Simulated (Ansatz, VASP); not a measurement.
**V in VASP and in Ansatz**

File INCAR:

```
ALGO     = Normal         # electronic algorithm
EDIFF    = 1E-7           # SCF threshold, eV
EDIFFG   = -0.01          # ionic threshold
ENCUT    = 600            # plane-wave cutoff, eV
GGA      = PE             # functional
IBRION   = 2              # ionic algorithm
ISIF     = 3              # what is computed and relaxed
ISMEAR   = 0              # smearing method
LASPH    = True           # aspherical terms in the spheres
LCHARG   = False          # write CHGCAR
LREAL    = False          # projectors in reciprocal space
LWAVE    = False          # write WAVECAR
NELM     = 80             # most SCF steps
NSW      = 100            # ionic steps
PREC     = Accurate       # precision mode
SIGMA    = 0.1            # smearing width, eV
```

Contents of KPOINTS:

```
k-points
0
Gamma
  22 22 22
```

Contents of POSCAR:

```
V
1.0
    2.4398711703      0.0000000000      0.0000000000
    0.0000000000      2.4398711703      0.0000000000
    0.0000000000      0.0000000000      2.4398711703
V
1
Direct
    0.0000000000      0.0000000000      0.0000000000
```

Input for Ansatz:

```yaml
crystal:
  lattice:
    - [2.4398711703, 0.0, 0.0]
    - [0.0, 2.4398711703, 0.0]
    - [0.0, 0.0, 2.4398711703]
  atoms:
    - { symbol: V, position: [0.0, 0.0, 0.0] }
basis:
  ecutwfc: 420
kpoints:
  mp_grid: { grid: [22, 22, 22] }
hamiltonian:
  xc: pbe
scf:
  occupations: { method: gaussian, width: 0.1 }
output:
  forces: true
  stress: true
  eigenvalues: true
relax:
  adjacent_minimum: "off"
  f_tol: 0.01
  max_steps: 80
  cell: { stress_tol: 0.05 }
```

Alike in both runs: task relaxation of cell and atoms; functional PBE; k mesh 22 × 22 × 22; occupations gaussian, width 0.1 eV; no spin polarisation.

|  | VASP | Ansatz |
| --- | --- | --- |
| version | VASP 6.6.1 | Ansatz 0.2.0 |
| potentials or method | VASP PAW PBE potentials, release 64 (V_sv) | scalar-relativistic, plane waves, PAW |
| plane-wave cutoff (eV) | 600 | 420 |
| valence electrons in the cell | 13 | 13 |

```tsv
	VASP	Ansatz	Ansatz less VASP
gap on the k mesh at the Fermi level, each at its own relaxed structure (eV)	none	none	-
relaxed volume (Å³/atom)	14.69	14.66	-0.027
relaxed cell length with the largest relative difference (Å)	2.449	2.448	-0.0015
```

A gap of «none» marks a metal or a gap that the smearing closes.
